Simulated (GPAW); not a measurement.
# ZnSe (Stilleite) (F-43m) in GPAW: further runs

The runs below take ZnSe (Stilleite) through equation of state, band structure, with LDA, optPBE-vdW.

All numbers are computed with GPAW 26.7.0; they aren't measurements. Logs are shortened: lines on timing, memory, paths and dates and some standing lists are left out, and cuts for length are marked. The log counts tension as positive stress, the text compression.

**The experiment to reproduce.**

From “Alloy Disordering Effects on the Thermal Conductivity and Energy Gap Temperature Dependence of Cd1−xZnxSe Ternary Crystals Grown by the Bridgman Method”, 2023, pmc:10253836, for a bulk crystal of ZnSe at 300 K: band gap 2.695 ± 0.003 eV (an exciton energy, a little under the gap).

How close the calculation comes is told below.

## Step 1: Starting point

It takes space group F-43m (No. 216, cubic). Conventional cell: a = 5.668 Å, b = 5.668 Å, c = 5.668 Å, α = 90.00°, β = 90.00°, γ = 90.00°. Se (site symmetry -43m) is surrounded by 4 Zn at 2.45 Å. Around Zn (site symmetry -43m) lie 4 Se at 2.45 Å.

## Step 2: Equation of state, LDA

run.py reads:

```python
import spglib
from ase import Atoms
from ase.eos import EquationOfState
from ase.io import Trajectory, read
from ase.units import GPa
from gpaw import GPAW, PW

atoms = read('ZnSe.cif')
cell, positions, numbers = spglib.find_primitive(
    (atoms.cell[:], atoms.get_scaled_positions(), atoms.numbers), symprec=1e-4)
atoms = Atoms(numbers, cell=cell, scaled_positions=positions, pbc=True)

traj = Trajectory('eos.traj', 'w')
volumes, energies = [], []
for x in [0.94, 0.96, 0.98, 1.0, 1.02, 1.04, 1.06]:
    a = atoms.copy()
    a.set_cell(atoms.cell * x**(1 / 3), scale_atoms=True)
    calc = GPAW(mode=PW(600),
                xc='LDA',
                kpts={'size': (7, 7, 7), 'gamma': True},
                occupations={'name': 'fermi-dirac', 'width': 0.05},
                nbands=18,
                convergence={'density': 1e-05, 'energy': 1e-05},
                maxiter=150,
                txt=f'eos-{x:.2f}.txt')
    a.calc = calc
    energies.append(a.get_potential_energy(force_consistent=True))
    volumes.append(a.get_volume())
    p = -a.get_stress()[:3].mean() / GPa
    calc.write(f'eos-{x:.2f}.gpw')
    traj.write(a)
    print(f'{x:.2f} {volumes[-1]:10.4f} A^3 {energies[-1]:14.6f} eV {p:9.3f} GPa', flush=True)

v0, e0, B = EquationOfState(volumes, energies, eos='birchmurnaghan').fit()
print(f'V0 = {v0:.4f} A^3, E0 = {e0:.6f} eV, B0 = {B / GPa:.2f} GPa')
```

ZnSe.cif reads:

```cif
data_ZnSe
_cell_length_a 5.66760000
_cell_length_b 5.66760000
_cell_length_c 5.66760000
_cell_angle_alpha 90.00000000
_cell_angle_beta 90.00000000
_cell_angle_gamma 90.00000000
_space_group_name_H-M_alt 'F-43m'
_space_group_name_Hall 'F -4 2 3'
_space_group_IT_number 216
loop_
_space_group_symop_operation_xyz
'x,y,z'
'y,-x,-z'
'-x,-y,z'
'-y,x,-z'
'x,-y,-z'
'y,x,z'
'-x,y,-z'
'-y,-x,z'
'z,x,y'
'-z,y,-x'
'z,-x,-y'
'-z,-y,x'
'-z,x,-y'
'z,y,x'
'-z,-x,y'
'z,-y,-x'
'y,z,x'
'-x,-z,y'
'-y,z,-x'
'x,-z,-y'
'-y,-z,x'
'x,z,y'
'y,-z,-x'
'-x,z,-y'
'x,y+1/2,z+1/2'
'y,-x+1/2,-z+1/2'
'-x,-y+1/2,z+1/2'
'-y,x+1/2,-z+1/2'
'x,-y+1/2,-z+1/2'
'y,x+1/2,z+1/2'
'-x,y+1/2,-z+1/2'
'-y,-x+1/2,z+1/2'
'z,x+1/2,y+1/2'
'-z,y+1/2,-x+1/2'
'z,-x+1/2,-y+1/2'
'-z,-y+1/2,x+1/2'
'-z,x+1/2,-y+1/2'
'z,y+1/2,x+1/2'
'-z,-x+1/2,y+1/2'
'z,-y+1/2,-x+1/2'
'y,z+1/2,x+1/2'
'-x,-z+1/2,y+1/2'
'-y,z+1/2,-x+1/2'
'x,-z+1/2,-y+1/2'
'-y,-z+1/2,x+1/2'
'x,z+1/2,y+1/2'
'y,-z+1/2,-x+1/2'
'-x,z+1/2,-y+1/2'
'x+1/2,y,z+1/2'
'y+1/2,-x,-z+1/2'
'-x+1/2,-y,z+1/2'
'-y+1/2,x,-z+1/2'
'x+1/2,-y,-z+1/2'
'y+1/2,x,z+1/2'
'-x+1/2,y,-z+1/2'
'-y+1/2,-x,z+1/2'
'z+1/2,x,y+1/2'
'-z+1/2,y,-x+1/2'
'z+1/2,-x,-y+1/2'
'-z+1/2,-y,x+1/2'
'-z+1/2,x,-y+1/2'
'z+1/2,y,x+1/2'
'-z+1/2,-x,y+1/2'
'z+1/2,-y,-x+1/2'
'y+1/2,z,x+1/2'
'-x+1/2,-z,y+1/2'
'-y+1/2,z,-x+1/2'
'x+1/2,-z,-y+1/2'
'-y+1/2,-z,x+1/2'
'x+1/2,z,y+1/2'
'y+1/2,-z,-x+1/2'
'-x+1/2,z,-y+1/2'
'x+1/2,y+1/2,z'
'y+1/2,-x+1/2,-z'
'-x+1/2,-y+1/2,z'
'-y+1/2,x+1/2,-z'
'x+1/2,-y+1/2,-z'
'y+1/2,x+1/2,z'
'-x+1/2,y+1/2,-z'
'-y+1/2,-x+1/2,z'
'z+1/2,x+1/2,y'
'-z+1/2,y+1/2,-x'
'z+1/2,-x+1/2,-y'
'-z+1/2,-y+1/2,x'
'-z+1/2,x+1/2,-y'
'z+1/2,y+1/2,x'
'-z+1/2,-x+1/2,y'
'z+1/2,-y+1/2,-x'
'y+1/2,z+1/2,x'
'-x+1/2,-z+1/2,y'
'-y+1/2,z+1/2,-x'
'x+1/2,-z+1/2,-y'
'-y+1/2,-z+1/2,x'
'x+1/2,z+1/2,y'
'y+1/2,-z+1/2,-x'
'-x+1/2,z+1/2,-y'
loop_
_atom_site_label
_atom_site_type_symbol
_atom_site_symmetry_multiplicity
_atom_site_Wyckoff_symbol
_atom_site_fract_x
_atom_site_fract_y
_atom_site_fract_z
_atom_site_occupancy
Se1 Se 4 c 0.2500000000 0.2500000000 0.2500000000 1
Zn1 Zn 4 a 0.0000000000 0.0000000000 0.0000000000 1
```

Potentials or basis: the program's PAW data sets (release 1.2.1) made for this functional, pw.

Command:

```sh
> OMP_NUM_THREADS=1 python run.py
```

Standard output:

```text
__  _  _
 | _ |_)|_||  |
 |__||  | ||/\| - 26.7.0

Input parameters:
  mode=PW(ecut=600.0),
  convergence={'density': 1e-05, 'energy': 1e-05},
  kpts=MonkhorstPack(size=(7, 7, 7), gamma=True),
  maxiter=150,
  nbands=18,
  occupations=Occupations(name='fermi-dirac', width=0.05),
  xc=XC(name='LDA')

Diagonalizing LCAO Hamiltonian
Converting LCAO to pw mode

           Se

       Zn

Atoms  # Å, Bohr magnetons
|   | symbol |        x |        y |        z |    initial magnetic moments |
|---|--------|----------|----------|----------|-----------------------------|
| 0 |     Se | 1.387976 | 1.387976 | 1.387976 | ( 0.0000,  0.0000,  0.0000) |
| 1 |     Zn | 0.000000 | 0.000000 | 0.000000 | ( 0.0000,  0.0000,  0.0000) |

Unit cell  # Å
| periodic |        x |        y |        z |  lengths |    angles |
|----------|----------|----------|----------|----------|-----------|
|      yes | 0.000000 | 2.775951 | 2.775951 | 3.925788 | 60.000000 |
|      yes | 2.775951 | 0.000000 | 2.775951 | 3.925788 | 60.000000 |
|      yes | 2.775951 | 2.775951 | 0.000000 | 3.925788 | 60.000000 |

Number of symmetries: 24
Symmetry operations  # r_c * U_cc + t_c -> r_c
|    | kind |            matrix            |
|----|------|------------------------------|
|  0 |  E   |  1, 0, 0,  0, 1, 0,  0, 0, 1 |
|  1 |  σ   |  1, 0, 0,  0, 0, 1,  0, 1, 0 |
|  2 |  σ   |  1, 0,-1,  0, 1,-1,  0, 0,-1 |
|  3 |  C3  |  1, 0,-1,  0, 0,-1,  0, 1,-1 |
|  4 |  C3  |  1,-1, 0,  0,-1, 1,  0,-1, 0 |
|  5 |  σ   |  1,-1, 0,  0,-1, 0,  0,-1, 1 |
|  6 |  σ   |  0, 1, 0,  1, 0, 0,  0, 0, 1 |
|  7 |  C3  |  0, 1, 0,  0, 0, 1,  1, 0, 0 |
|  8 |  C2  |  0, 1,-1,  1, 0,-1,  0, 0,-1 |
|  9 |  S4  |  0, 1,-1,  0, 0,-1,  1, 0,-1 |
| 10 |  C3  |  0, 0, 1,  1, 0, 0,  0, 1, 0 |
| 11 |  σ   |  0, 0, 1,  0, 1, 0,  1, 0, 0 |
| 12 |  S4  |  0, 0,-1,  1, 0,-1,  0, 1,-1 |
| 13 |  C3  |  0, 0,-1,  0, 1,-1,  1, 0,-1 |
| 14 |  S4  |  0,-1, 1,  1,-1, 0,  0,-1, 0 |
| 15 |  C2  |  0,-1, 1,  0,-1, 0,  1,-1, 0 |
| 16 |  C3  |  0,-1, 0,  1,-1, 0,  0,-1, 1 |
| 17 |  S4  |  0,-1, 0,  0,-1, 1,  1,-1, 0 |
| 18 |  S4  | -1, 1, 0, -1, 0, 1, -1, 0, 0 |
| 19 |  C3  | -1, 1, 0, -1, 0, 0, -1, 0, 1 |
| 20 |  C3  | -1, 0, 1, -1, 1, 0, -1, 0, 0 |
| 21 |  S4  | -1, 0, 1, -1, 0, 0, -1, 1, 0 |
| 22 |  σ   | -1, 0, 0, -1, 1, 0, -1, 0, 1 |
| 23 |  C2  | -1, 0, 0, -1, 0, 1, -1, 1, 0 |

BZ-sampling:
  Number of BZ points: 343
  Number of IBZ points: 20

  Monkhorst-Pack size: [7, 7, 7]
  Monkhorst-Pack shift: [0, 0, 0]

K-points  # in reciprocal-cell coordinates
|     |                                coordinates |     weight |
|-----|--------------------------------------------|------------|
|   0 | (  0.00000000,   0.00000000,   0.00000000) | 0.00291545 |
|   1 | (  0.14285714,   0.14285714,   0.00000000) | 0.01749271 |
|   2 | (  0.14285714,   0.14285714,   0.14285714) | 0.02332362 |
|   3 | (  0.28571429,   0.14285714,   0.14285714) | 0.03498542 |
|   4 | (  0.28571429,   0.28571429,   0.00000000) | 0.01749271 |
|   5 | (  0.28571429,   0.28571429,   0.14285714) | 0.06997085 |
|   6 | (  0.28571429,   0.28571429,   0.28571429) | 0.02332362 |
|   7 | (  0.42857143,  -0.28571429,  -0.28571429) | 0.03498542 |
|   8 | (  0.42857143,   0.28571429,  -0.42857143) | 0.13994169 |
|   9 | (  0.42857143,   0.28571429,  -0.28571429) | 0.06997085 |
| ... |                                            |            |
|  19 | (  0.42857143,   0.42857143,   0.42857143) | 0.02332362 |

Plane wave coefficients: 1442
Cutoff: 600.0 eV

Spin-components: 1 (collinear spins)
Bands:           18
Projectors:      11
Spin-degeneracy: 2
Datatype:        complex128

Parallelization:
  kpt:    1
  domain: 1
  band:   1

Density:
  Valence electrons: 18.0
  Components: 1
  Grid points: [24 24 24]
  Charge: 0.0  # |e|

Potential:
  Grid points: [24 24 24]

species:
  Se:
    name:    Selenium
    Z:       34.0
    valence: 6
    core:    28
    charge:  0.0  # [|e|]
    compensation charges:
      type: gauss
      rc: 0.27  # [Å]
      lmax: 2
    cutoffs:
      filter: 1.77  # [Å]
      core: 2.67  # [Å]
    projectors
    | kind |    occ | energy [eV] | rcut [Å] |
    |------|--------|-------------|----------|
    |   4s |  2.000 |     -17.472 |    0.847 |
    |   4p |  4.000 |      -6.656 |    1.005 |
    |    s |        |       9.739 |    0.847 |
    |    p |        |      20.555 |    1.005 |
    |    d |        |       0.000 |    0.847 |

    Using partial waves for Se as LCAO basis

  Zn:
    name:    Zinc
    Z:       30.0
    valence: 12
    core:    18
    charge:  0.0  # [|e|]
    compensation charges:
      type: gauss
      rc: 0.37  # [Å]
      lmax: 2
    cutoffs:
      filter: 2.14  # [Å]
      core: 2.28  # [Å]
    projectors
    | kind |    occ | energy [eV] | rcut [Å] |
    |------|--------|-------------|----------|
    |   4s |  2.000 |      -6.218 |    1.286 |
    |   4p |  0.000 |      -1.230 |    1.270 |
    |   3d | 10.000 |     -10.426 |    1.180 |
    |    s |        |      20.994 |    1.286 |
    |    p |        |      25.981 |    1.270 |
    |    d |        |      16.786 |    1.180 |

    Using partial waves for Zn as LCAO basis

Reference energy: -114805.075344  # eV

eigensolver:
  PPCG
  Converge bands: occupied
  niter=2

density mixing:
  MSR1-Mixer
  Pratt-step length: 0.05
  Maximum mixing coefficient: 0.75
  Old densities: 10
  SVD Regularization: 0.005
  Good broyden scale: 1.0
  Trust region scale: 1.0
  Backstep threshold: 4.0
  History deletion threshold: 6.0
  Fourier metric: weight=20.0, sigma=0.015

occupation numbers:
  Fermi-Dirac:
    width: 0.0500  # eV

poisson solver:
  ecut: 4800.0  # eV

xc functional:
  name: None

convergence criteria:
- Maximum integral of absolute [dens]ity change: 1e-05 electrons / valence electron
- Maximum [total energy] change in last 3 cyles: 1e-05 eV / valence electron
- Maximum integral of absolute [eigenst]ate change: 4e-08 eV^2 / valence electron
maximum number of iterations: 150

SCF iterations
|iter     | |      energy | eigst |  dens |
|---------|-|-------------|-------|-------|
|iter:   1| |   -7.728426 | -0.24 |       |
|iter:   2| |   -7.669196 | -2.15 | -1.26 |
|iter:   3| |   -7.477408 | -1.71 | -1.30 |
|iter:   4| |   -7.473066 | -2.86 | -1.84 |
|iter:   5| |   -7.473133 | -4.17 | -2.36 |
|iter:   6| |   -7.473145c| -5.54 | -3.48 |
|iter:   7| |   -7.473148c| -6.51 | -3.86 |
|iter:   8| |   -7.473149c| -7.57c| -4.44 |
|iter:   9| |   -7.473149c| -7.66c| -5.30c|

Converged in 9 steps
Energy contributions relative to reference atoms: (reference = -114805.075344)

Energy contributions:
  Kinetic:          14.092807
  Coulomb:         -11.779199
  Zero:             -0.029003
  External:          0.000000
  Xc:               -9.757754
  Entropy:          -0.000000
  Spinorbit:         0.000000
  ----------------------------
  Free energy:      -7.473149
  Extrapolated:     -7.473149

dipole moment: (-14.380724, -14.380724, -14.380724)  # |e|*Ang

Fermi level: 4.923
Eigenvalues  # (at kpt = [0.000, 0.000, 0.000])
| band index |      eig [eV] | occ [0-2] |
|------------|---------------|-----------|
|          0 |        -9.479 |     2.000 |
|          1 |        -2.626 |     2.000 |
|          2 |        -2.626 |     2.000 |
|          3 |        -2.626 |     2.000 |
|          4 |        -2.211 |     2.000 |
|          5 |        -2.211 |     2.000 |
[... 10 lines left out ...]
|         16 |        17.292 |     0.000 |
|         17 |        17.292 |     0.000 |

Gap: 1.300 eV
Transition (v -> c):
  (s=0, k=0, n=8, [0.00, 0.00, 0.00]) -> (s=0, k=0, n=9, [0.00, 0.00, 0.00])
No difference between direct/indirect transitions

Stress tensor  # eV/Ang^3
|         x |         y |         z |
|-----------|-----------|-----------|
| -0.002152 | -0.000000 | -0.000000 |
| -0.000000 | -0.002152 | -0.000000 |
| -0.000000 | -0.000000 | -0.002152 |

# Writing to eos-0.94.gpw (mode='')
```

Run time: 84 s. Hardware: 1 thread of Arm Neoverse V1, shared host; peak memory 0.24 GiB.

What came out:

```
Equilibrium volume                      : 21.50 Å³/atom
Bulk modulus                            : 72 GPa
Pressure derivative of the bulk modulus : 4.6
```

Energy against volume, from the lowest point:
| volume (Å³/atom) | energy (meV/atom) |
| --- | --- |
| 21.391 | 0.00 |
| 21.846 | 1.11 |
| 22.301 | 6.20 |
| 22.757 | 14.82 |
| 23.212 | 26.57 |
| 23.667 | 41.11 |
| 24.122 | 58.14 |

LDA usually gives volumes a few per cent too small. Zero-point motion and thermal expansion aren't in these numbers.

(Part 1 of 2 ends here.)
